A single sheet of SnSe₂ is stretched or squeezed by the same percentage along both in-plane directions. How much does its band gap change, and can the change be estimated with pencil and paper? The gaps below were calculated with the PBE functional for eight such strains.

1T monolayer of SnSe₂ under equal strain along both in-plane directions, calculated with Ansatz 0.2.0 (PBE, plane-wave PAW, 420 eV cutoff, 12×12×1 k mesh, no spin polarisation). The unstrained cell (a = 3.835 Å) and the atomic positions at each strain were relaxed with r2SCAN. Gap changes and energy rise are relative to the unstrained cell.

```tsv
strain (%)	band gap (eV)	band gap change (eV)	least direct gap change (eV)	energy rise per atom (meV)
-4	0.649	-0.194	-0.022	51.7
-3	0.706	-0.136	-0.012	31.2
-2	0.757	-0.085	-0.005	16.1
-1	0.801	-0.042	-0.003	5.6
1	0.878	0.035	-0.001	-1.6
2	0.912	0.069	-0.001	0.8
3	0.943	0.100	-0.002	6.8
4	0.970	0.127	-0.004	15.9
```

The strain s is counted in percent, positive for stretching. It acts on the two in-plane cell edges only. Each change is measured from the unstrained sheet, whose gap is 0.843 eV. The band gap is the smallest distance between filled and empty levels anywhere in the band structure. The least direct gap is the smallest such distance at one and the same electron wave vector.

**(a) Which part of the band structure carries the change of the gap, and what shape should the curve of gap against strain have?**

*Solution.* The same calculations place the lowest empty state at M, the midpoint of an edge of the hexagonal Brillouin zone, in every row. The least direct gap lies at M too. The highest filled state lies elsewhere, between the zone centre and M, so the valence band climbs on the way from M to its top. This climb is what makes the gap smaller than the direct gap:

gap = direct gap at M − climb of the valence band

The two outermost rows show which of the two terms responds to strain. At −4 % the gap has shrunk by 194 meV, but the direct gap by only 22 meV. The remaining 172 meV are a larger climb.

At +4 % the gap has grown by 127 meV, while the direct gap has hardly moved. Here the climb has become smaller by 131 meV. Over the whole range the climb accounts for 94 % of the opening of the gap. Strain therefore acts on this gap mainly by changing the shape of the valence band, and much less by moving the filled and empty levels at M apart.

Theory offers a likely reason, which the table alone can't prove. The upper valence band of such a selenide consists mainly of Se 4p orbitals, and the orbitals of neighbouring cells combine with different phases at M and at the valence top. Their overlap sets these two levels apart. Stretching moves the Se atoms of one plane away from each other, the overlap weakens, the band flattens and the climb shrinks. The Se planes also adjust their height in the strained sheet, and the table doesn't separate this effect from that of the distance.

The same argument gives the shape of the curve. Overlap falls steeply at short distance and more gently at long distance, so each further percent of stretching should flatten the band a little less than the one before. The table agrees: the climb shrinks by 48 meV between −4 and −3 %, but only by 29 meV between +3 and +4 %. The direct gap adds to the bend, because it rises by 10 meV in the first of these steps and falls by 2 meV in the second. The gap itself therefore gains 58 meV in the first step and 27 meV in the second. The curve to look for rises and bends downwards.

**(b) Turn this shape into a rule with two constants, using only the rows +2 and −2. Then estimate the gap at +4 and −4 %.**

*Solution.* The simplest curve that rises and bends is

change of gap ≈ A·s + B·s²

No constant term is needed, since the change is zero at zero strain by definition. A is the slope at the unstrained sheet, and B measures the bend.

The two rows lie at equal distances on either side of zero, which makes the constants easy to find. In half the difference of their changes the bend cancels, and in half their sum the slope cancels:

- 2A = (69 + 85)/2 = 77 meV, so A = 38.5 meV per percent
- 4B = (69 − 85)/2 = −8 meV, so B = −2 meV per percent squared

The rule is therefore

change of gap in meV ≈ 38.5·s − 2·s²

For s = +4 the first term gives 154 meV and the second −32 meV. The estimated change is 122 meV, and the gap is 0.843 + 0.122 = 0.965 eV. The full calculation gives 0.970 eV.

For s = −4 the first term changes its sign and the second doesn't. The estimated change is −154 − 32 = −186 meV, and the gap is 0.843 − 0.186 = 0.657 eV. The full calculation gives 0.649 eV. Neither of these two rows was used to find the constants, so both are true tests of the rule, at twice the strain at which it was set up.

**(c) How accurate is the rule over the table, could it be made simpler, and where does its range end?**

*Solution.* On the six rows that played no part in finding A and B, the rule misses the computed change by at most 8 meV, which is less than 5 % of the change itself. Three of these rows, −3, −1 and +3, ran with a warning that the exchange-correlation potential was rough in the thin electron density. They lie within 3 meV of a rule built on rows without that warning, so it has left no visible mark on the trend.

Dropping the bend would be a poor saving. A straight line with the same slope is still good to about 4 meV at ±1 %, but at −4 % it is wrong by 40 meV. As a working habit, the first term is enough for strains up to about one percent, and the second is needed beyond that.

It is also tempting to replace both constants by a textbook scaling, in which energies due to overlap fall as one over the length squared. With its single constant fitted to all eight rows, such a curve bends too little and misses the row −4 by 25 meV. The climb of the valence band shows the problem more plainly. It is 323 meV in the unstrained sheet, and the scaling would lower it to about 299 meV at +4 %, whereas the calculation gives 192 meV.

The position of the valence top gives a hint why. In the same calculations it lies about 19 % of the way from the zone centre to M at −4 % strain, and about 34 % of the way at +4 %. If stretching multiplied the whole band by one common factor, the top would stay where it is. The band therefore changes its form as well as its height.

A likely reason, not tested here, is that several overlaps contribute to the climb with opposite signs. Their difference can change by a much larger fraction than any of its parts. In that case weaker overlap alone wouldn't settle even the direction of the trend. The simple overlap argument is therefore a picture that fits the direction and the bend found here, and no derivation of them. The size has to be calculated, from the unstrained gap and one gap on either side of it.

The range ends where the table ends. The misses are largest in the outermost rows, where the computed change is larger in size than the estimate on both sides, and they should be expected to grow further out. Carried on far enough, the rule would even let the gap shrink again beyond about 10 % stretching. That turning point is a property of every parabola of this kind and no forecast for SnSe₂.

The kind of strain matters as well. The rule holds for equal strain along both directions, which leaves the symmetry of the sheet intact. A pull along one direction makes the M points of the zone unequal, and likewise the valence tops on the lines that lead to them. The gap then depends on which M point has the lowest empty state and which line has the highest filled one.

The starting point of the strain deserves more care than the last digit of A. Here s = 0 is the cell relaxed with r2SCAN, with edges of 3.835 Å. PBE itself prefers a slightly larger cell: its energy at +1 % is lower by 1.6 meV per atom. Someone who counts strain from a cell that is one percent larger shifts every estimate near zero strain by nearly 40 meV, several times the error of the rule. It is safer to start from the cell edge a and to calculate s = 100·(a/3.835 − 1), with a in Å.

Finally, the rule reproduces PBE gaps at atomic positions relaxed with r2SCAN, where PBE still leaves forces on the Se atoms along the normal of the sheet. PBE gaps are also usually too small. The spin–orbit splitting of the Se 4p levels isn't included either. The estimated change is therefore of more use than the estimated gap, and how well the change carries over to a real sheet remains untested here.

For a related sheet, the same questions come in the same order. Find where the lowest empty state, the least direct gap and the valence top lie. Check also that neither band edge jumps to a different part of the zone within the strain range, since such a jump puts a kink into the curve that a parabola can't follow. If the first two share one point and the top lies elsewhere, a valence band that flattens on stretching will widen the gap, provided the direct gap stays nearly constant. The unstrained gap and two more gaps, at equal and opposite strain, then supply the two constants.

The output below lists the rule, the straight line and the climb of the valence band for every row, together with the one-constant curve fitted to all eight rows.

Printed output of the fit:

```
gap of the unstrained cell (meV): 842.8
slope A (meV per percent): 38.5
bend B (meV per percent squared): -2
rule at -4 and +4 percent, change of gap (meV): -186, 122
rule at -4 and +4 percent, gap itself (meV): 656.8, 964.8
largest miss of the rule on the six rows not used (meV): 8
largest miss there in percent of the change: 4.286
largest miss of the straight line with the same slope (meV): 40
computed gain of gap per percent, from -4 to -3 and from +3 to +4 (meV): 58, 27
strain at which the rule would turn over, outside the table (percent): 9.625
valence climb in the unstrained cell (meV): 323
climb at -4 and +4 percent if it went as 1/length squared (meV): 350.5, 298.7
total opening of the gap from -4 to +4 percent (meV): 321
part of that opening due to the smaller climb (percent): 94.39
rule against calculation (meV):
  row  computed change    rule  rule less computed  line less computed  valence climb
   -4             -194    -186                   8                  40            495
   -3             -136  -133.5                 2.5                20.5            447
   -2              -85     -85                   0                   8            403
   -1              -42   -40.5                 1.5                 3.5            362
    1               35    36.5                 1.5                 3.5            287
    2               69      69                   0                   8            253
    3              100    97.5                -2.5                15.5            221
    4              127     122                  -5                  27            192
fit of y on 8 rows: coefficient of h 1989 +/- 96; rms 14, worst -4 24.8, leave-one-out rms 18.4
```
